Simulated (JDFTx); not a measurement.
# Cs (Fm-3m) in JDFTx: equation of state

How stiff is Cs in PBEsol, and what volume does it want? The cell is scaled to several volumes.

Program: JDFTx 1.7.0 (patched build). These are calculated values, not measurements. Logs are shortened: lines on timing, memory, paths and dates and some standing lists are left out, and cuts for length are marked. The log counts tension as positive stress, the text compression.

## (1) The structure

The structure is cubic, space group Fm-3m (No. 225). Conventional cell: a = 7.897 Å, b = 7.897 Å, c = 7.897 Å, α = 90.00°, β = 90.00°, γ = 90.00°.

This isn't the form of Cs at room conditions, which is bcc.

## (2) Equation of state, PBEsol, 115.72 Å³/atom (volume scaled by 0.94)

Cs.in

```
lattice \
    0.0000000000     7.3089595767     7.3089595767 \
    7.3089595767     0.0000000000     7.3089595767 \
    7.3089595767     7.3089595767     0.0000000000
coords-type Lattice
ion Cs     0.0000000000     0.0000000000     0.0000000000 1

ion-species pseudo/Cs.upf
elec-cutoff 25
elec-ex-corr gga-PBEsol
kpoint-folding 6 6 6
elec-smearing Fermi 0.0018374661
elec-n-bands 10
electronic-SCF nIterations 100 energyDiffThreshold 1e-09
electronic-minimize nIterations 30 energyDiffThreshold 1e-7
forces-output-coords Cartesian

dump-name run.$VAR
dump End Ecomponents EigStats BandEigs Kpoints Forces Stress ElecDensity Dtot KEdensity
```

Potentials or basis: PseudoDojo-SR-PBEsol-0.4.1-standard with smoothed tails.

Run with:

```
> jdftx -c 1 -i Cs.in -o Cs.out
```

The log of the run:

```text
*************** JDFTx 1.7.0 (patched build) ***************

Input parsed successfully to the following command list (including defaults):
[... the input with its defaults ...]

---------- Setting up symmetries ----------

Found 48 point-group symmetries of the bravais lattice
Found 48 space-group symmetries with basis
Applied RMS atom displacement 0 bohrs to make symmetries exact.

---------- Initializing the Grid ----------
R =
[            0      7.30896      7.30896  ]
[      7.30896            0      7.30896  ]
[      7.30896      7.30896            0  ]
unit cell volume = 780.902
G =
[  -0.429828   0.429828   0.429828  ]
[   0.429828  -0.429828   0.429828  ]
[   0.429828   0.429828  -0.429828  ]
Minimum fftbox size, Smin = [  48  48  48  ]
Chosen fftbox size, S = [  48  48  48  ]

---------- Exchange Correlation functional ----------
Initalized PBEsol GGA exchange.
Initalized PBEsol GGA correlation.

---------- Setting up pseudopotentials ----------
Width of ionic core gaussian charges (only for fluid interactions / plotting) set to 0

Reading pseudopotential file 'pseudo/Cs.upf':
  'Cs' pseudopotential, 'PBESOL' functional
  Generated using ONCVPSP code by D. R. Hamann
  9 valence electrons, 3 orbitals, 8 projectors, 1001 radial grid points, with lMax = 3
    5S    l: 0   occupation:  2.0   eigenvalue: -0.984456
    5P    l: 1   occupation:  6.0   eigenvalue: -0.497784
    6S    l: 0   occupation:  1.0   eigenvalue: -0.076577
  WARNING: large normalization error in atomic orbital 2s (integral: 0.963582).
  Core radius for overlap checks: 2.04 bohrs.

Initialized 1 species with 1 total atoms.

Folded 1 k-points by 6x6x6 to 216 k-points.

---------- Setting up k-points, bands, fillings ----------
Reduced to 16 k-points under symmetry.
Computing the number of bands and number of electrons
Calculating initial fillings.
nElectrons:   9.000000   nBands: 10   nStates: 16

----- Setting up reduced wavefunction bases (one per k-point) -----
average nbasis = 4662.440 , ideal nbasis = 4662.305

---------- Setting up ewald sum ----------
Optimum gaussian width for ewald sums = 3.726128 bohr.
Real space sum over 2197 unit cells with max indices [  6  6  6  ]
Reciprocal space sum over 2197 terms with max indices [  6  6  6  ]

---------- Allocating electronic variables ----------
Initializing wave functions:  linear combination of atomic orbitals
Note: number of bands (10) exceeds available atomic orbitals (5)
Cs pseudo-atom occupations:   s ( 2 1 )  p ( 6 )
	FillingsUpdate:  mu: +0.113529395  nElectrons: 9.000000
LCAOMinimize: Iter:   0  F: -20.4433797393307444  |grad|_K:  2.227e-05  alpha:  1.000e+00
	FillingsUpdate:  mu: +0.113535453  nElectrons: 9.000000
LCAOMinimize: Iter:   1  F: -20.4433801208381922  |grad|_K:  8.727e-07  alpha:  9.614e-01  linmin: -4.016e-03  cgtest:  1.424e-02
	FillingsUpdate:  mu: +0.113535135  nElectrons: 9.000000
LCAOMinimize: Iter:   2  F: -20.4433801214321598  |grad|_K:  1.286e-08  alpha:  9.747e-01  linmin:  2.587e-03  cgtest: -3.945e-02
LCAOMinimize: Converged (|Delta F|<1.000000e-06 for 2 iters).

-------- Electronic minimization -----------
Will mix electronic density at each iteration.
	FillingsUpdate:  mu: +0.113535135  nElectrons: 9.000000
	FillingsUpdate:  mu: +0.078598783  nElectrons: 9.000000
SCF: Cycle:  0   F: -20.464720214977401   dF: -2.134e-02   |Residual|: 3.556e-03   |deigs|: 1.896e-01
	FillingsUpdate:  mu: +0.078070128  nElectrons: 9.000000
SCF: Cycle:  1   F: -20.464912218499979   dF: -1.920e-04   |Residual|: 2.042e-03   |deigs|: 1.355e-02
	FillingsUpdate:  mu: +0.077865664  nElectrons: 9.000000
SCF: Cycle:  2   F: -20.464933410516554   dF: -2.119e-05   |Residual|: 8.210e-04   |deigs|: 3.286e-03
	FillingsUpdate:  mu: +0.077772767  nElectrons: 9.000000
SCF: Cycle:  3   F: -20.464935302057352   dF: -1.892e-06   |Residual|: 2.870e-04   |deigs|: 1.183e-03
	FillingsUpdate:  mu: +0.077718388  nElectrons: 9.000000
SCF: Cycle:  4   F: -20.464935763520753   dF: -4.615e-07   |Residual|: 6.820e-05   |deigs|: 7.025e-04
	FillingsUpdate:  mu: +0.077721488  nElectrons: 9.000000
SCF: Cycle:  5   F: -20.464935943323148   dF: -1.798e-07   |Residual|: 3.962e-05   |deigs|: 4.388e-04
	FillingsUpdate:  mu: +0.077719578  nElectrons: 9.000000
SCF: Cycle:  6   F: -20.464936037567984   dF: -9.424e-08   |Residual|: 1.231e-05   |deigs|: 2.541e-04
	FillingsUpdate:  mu: +0.077720880  nElectrons: 9.000000
SCF: Cycle:  7   F: -20.464936081720619   dF: -4.415e-08   |Residual|: 3.690e-06   |deigs|: 2.189e-04
	FillingsUpdate:  mu: +0.077720867  nElectrons: 9.000000
SCF: Cycle:  8   F: -20.464936103450764   dF: -2.173e-08   |Residual|: 9.178e-07   |deigs|: 1.450e-04
	FillingsUpdate:  mu: +0.077720885  nElectrons: 9.000000
SCF: Cycle:  9   F: -20.464936116297789   dF: -1.285e-08   |Residual|: 7.492e-07   |deigs|: 6.178e-05
	FillingsUpdate:  mu: +0.077720872  nElectrons: 9.000000
SCF: Cycle: 10   F: -20.464936123708391   dF: -7.411e-09   |Residual|: 7.549e-07   |deigs|: 4.532e-05
	FillingsUpdate:  mu: +0.077720847  nElectrons: 9.000000
SCF: Cycle: 11   F: -20.464936127777356   dF: -4.069e-09   |Residual|: 7.959e-07   |deigs|: 3.490e-05
	FillingsUpdate:  mu: +0.077720912  nElectrons: 9.000000
SCF: Cycle: 12   F: -20.464936130325150   dF: -2.548e-09   |Residual|: 4.208e-07   |deigs|: 3.696e-05
	FillingsUpdate:  mu: +0.077720925  nElectrons: 9.000000
SCF: Cycle: 13   F: -20.464936131806709   dF: -1.482e-09   |Residual|: 4.949e-07   |deigs|: 2.931e-05
	FillingsUpdate:  mu: +0.077720937  nElectrons: 9.000000
SCF: Cycle: 14   F: -20.464936132757124   dF: -9.504e-10   |Residual|: 3.189e-07   |deigs|: 1.823e-05
	FillingsUpdate:  mu: +0.077720943  nElectrons: 9.000000
SCF: Cycle: 15   F: -20.464936133327207   dF: -5.701e-10   |Residual|: 4.090e-07   |deigs|: 1.800e-05
SCF: Converged (|Delta E|<1.000000e-09 for 2 iters).

Setting wave functions to eigenvectors of Hamiltonian

# Stress tensor in Cartesian coordinates [Eh/a0^3]:
[  3.05433e-06            0            0  ]
[            0  3.05433e-06            0  ]
[            0            0  3.05433e-06  ]

# Ionic positions in lattice coordinates:
ion Cs   0.000000000000000   0.000000000000000   0.000000000000000 1

# Forces in Cartesian coordinates:
force Cs  -0.000000000000000   0.000000000000000  -0.000000000000000 1

# Energy components:
   Eewald =      -12.7026912690523837
       EH =        5.0350026501795888
     Eloc =      -17.3604528155130318
      Enl =        3.3353141089724971
      Exc =       -6.7873125248021413
 Exc_core =        2.9057381389549408
       KE =        5.1099885890403911
-------------------------------------
     Etot =      -20.4644131222201402
       TS =        0.0005230111070682
-------------------------------------
        F =      -20.4649361333272068

IonicMinimize: Iter:   0  F: -20.464936133327207  |grad|_K:  0.000e+00
IonicMinimize: Converged (|grad|_K<1.000000e-04).

#--- Lowdin population analysis ---
# oxidation-state Cs +0.033

Dumping 'run.eigStats' ...
	eMin: -0.798169 at state 0 ( [ +0.000000 +0.000000 +0.000000 ] spin 0 )
	HOMO: +0.077450 at state 3 ( [ +0.000000 +0.000000 +0.500000 ] spin 0 )
	mu  : +0.077721
	LUMO: +0.082285 at state 6 ( [ +0.000000 +0.166667 +0.500000 ] spin 0 )
	eMax: +0.243861 at state 10 ( [ +0.000000 +0.333333 +0.500000 ] spin 0 )
	HOMO-LUMO gap: +0.004834
	Optical gap  : +0.028923 at state 3 ( [ +0.000000 +0.000000 +0.500000 ] spin 0 )
Done!
[note: the HOMO, LUMO and gaps printed at the end count levels as full or empty at half filling, so they show a gap where a level is partly filled]
```

Wall time 18 s (1 thread of AMD EPYC 9R45 (Zen 5), shared host); peak memory 0.11 GiB.

What came out:

* Free energy: -556.8793 eV
* Pressure: -0.1 GPa
* Band gap on the k mesh: none (metal or under the smearing width)

## (3) Equation of state, PBEsol, 118.18 Å³/atom (volume scaled by 0.96)

Changes to Cs.in since step 2:

```diff
@@ -1,5 +1,5 @@
 lattice \
-    0.0000000000     7.3089595767     7.3089595767 \
-    7.3089595767     0.0000000000     7.3089595767 \
-    7.3089595767     7.3089595767     0.0000000000
+    0.0000000000     7.3604328190     7.3604328190 \
+    7.3604328190     0.0000000000     7.3604328190 \
+    7.3604328190     7.3604328190     0.0000000000
 coords-type Lattice
```

Potentials or basis: PseudoDojo-SR-PBEsol-0.4.1-standard with smoothed tails.

Run with:

```
> jdftx -c 1 -i Cs.in -o Cs.out
```

Run time: 17 s. Hardware: 1 thread of AMD EPYC 9R45 (Zen 5), shared host; peak memory 0.1 GiB.

It converged, with:

```
Free energy            : -556.8776 eV
Pressure               : -0.1 GPa
Band gap on the k mesh : none (metal or under the smearing width)
```

## (4) Equation of state, PBEsol, 120.64 Å³/atom (volume scaled by 0.98)

Changes to Cs.in since step 3:

```diff
@@ -1,5 +1,5 @@
 lattice \
-    0.0000000000     7.3604328190     7.3604328190 \
-    7.3604328190     0.0000000000     7.3604328190 \
-    7.3604328190     7.3604328190     0.0000000000
+    0.0000000000     7.4111960288     7.4111960288 \
+    7.4111960288     0.0000000000     7.4111960288 \
+    7.4111960288     7.4111960288     0.0000000000
 coords-type Lattice
```

Run with:

```
> jdftx -c 1 -i Cs.in -o Cs.out
```

Wall time 18 s (1 thread of AMD EPYC 9R45 (Zen 5), shared host); peak memory 0.1 GiB.

The run converged. Its results:

```yaml
Free_energy: -556.8755 eV
Pressure: -0.2 GPa
Band_gap_on_the_k_mesh: none (metal or under the smearing width)
```

## (5) Equation of state, PBEsol, 123.10 Å³/atom

Changes to Cs.in since step 4:

```diff
@@ -1,5 +1,5 @@
 lattice \
-    0.0000000000     7.4111960288     7.4111960288 \
-    7.4111960288     0.0000000000     7.4111960288 \
-    7.4111960288     7.4111960288     0.0000000000
+    0.0000000000     7.4612731967     7.4612731967 \
+    7.4612731967     0.0000000000     7.4612731967 \
+    7.4612731967     7.4612731967     0.0000000000
 coords-type Lattice
```

Run with:

```
> jdftx -c 1 -i Cs.in -o Cs.out
```

Run time: 17 s. Hardware: 1 thread of AMD EPYC 9R45 (Zen 5), shared host; peak memory 0.1 GiB.

It converged, with:

| Property | Result |
| --- | --- |
| Free energy | -556.8729 eV |
| Pressure | -0.2 GPa |
| Band gap on the k mesh | none (metal or under the smearing width) |

## (6) Equation of state, PBEsol, 125.57 Å³/atom (volume scaled by 1.02)

Changes to Cs.in since step 5:

```diff
@@ -1,5 +1,5 @@
 lattice \
-    0.0000000000     7.4612731967     7.4612731967 \
-    7.4612731967     0.0000000000     7.4612731967 \
-    7.4612731967     7.4612731967     0.0000000000
+    0.0000000000     7.5106870421     7.5106870421 \
+    7.5106870421     0.0000000000     7.5106870421 \
+    7.5106870421     7.5106870421     0.0000000000
 coords-type Lattice
```

Potentials or basis: PseudoDojo-SR-PBEsol-0.4.1-standard with smoothed tails.

Run with:

```
> jdftx -c 1 -i Cs.in -o Cs.out
```

Wall time 17 s (1 thread of AMD EPYC 9R45 (Zen 5), shared host); peak memory 0.1 GiB.

Results (log left out):

| Item | Value |
| --- | --- |
| Free energy | -556.8698 eV |
| Pressure | -0.2 GPa |
| Band gap on the k mesh | none (metal or under the smearing width) |

## (7) Equation of state, PBEsol, 128.03 Å³/atom (volume scaled by 1.04)

Changes to Cs.in since step 6:

```diff
@@ -1,5 +1,5 @@
 lattice \
-    0.0000000000     7.5106870421     7.5106870421 \
-    7.5106870421     0.0000000000     7.5106870421 \
-    7.5106870421     7.5106870421     0.0000000000
+    0.0000000000     7.5594591036     7.5594591036 \
+    7.5594591036     0.0000000000     7.5594591036 \
+    7.5594591036     7.5594591036     0.0000000000
 coords-type Lattice
```

Run with:

```
> jdftx -c 1 -i Cs.in -o Cs.out
```

It took 22 s on 1 thread of AMD EPYC 9R45 (Zen 5), shared host; peak memory 0.11 GiB.

Results (log left out):

- Free energy: -556.8664 eV
- Pressure: -0.2 GPa
- Band gap on the k mesh: none (metal or under the smearing width)

## (8) Equation of state, PBEsol, 130.49 Å³/atom (volume scaled by 1.06)

Changes to Cs.in since step 7:

```diff
@@ -1,5 +1,5 @@
 lattice \
-    0.0000000000     7.5594591036     7.5594591036 \
-    7.5594591036     0.0000000000     7.5594591036 \
-    7.5594591036     7.5594591036     0.0000000000
+    0.0000000000     7.6076098229     7.6076098229 \
+    7.6076098229     0.0000000000     7.6076098229 \
+    7.6076098229     7.6076098229     0.0000000000
 coords-type Lattice
```

Run with:

```
> jdftx -c 1 -i Cs.in -o Cs.out
```

Run time: 23 s. Hardware: 1 thread of AMD EPYC 9R45 (Zen 5), shared host; peak memory 0.12 GiB.

The run converged. Its results:

```
Free energy            : -556.8626 eV
Pressure               : -0.3 GPa
Band gap on the k mesh : none (metal or under the smearing width)
```

## (9) Equation of state, PBEsol

Potentials or basis: PseudoDojo-SR-PBEsol-0.4.1-standard with smoothed tails.

This step only gathers the single runs of the series.

Results:

```yaml
Equilibrium_volume: "110.54 Å³/atom (rough: see the caveat)"
Bulk_modulus: 2.1 GPa (rough)
```

Energy against volume, from the lowest point:
| volume (Å³/atom) | energy (meV/atom) |
| --- | --- |
| 115.718 | 0.00 |
| 118.180 | 1.63 |
| 120.642 | 3.79 |
| 123.104 | 6.42 |
| 125.566 | 9.47 |
| 128.028 | 12.91 |
| 130.490 | 16.70 |

Caveat: the minimum lies outside the volumes run. The run has no spin-orbit coupling, so splittings on Cs are missing.
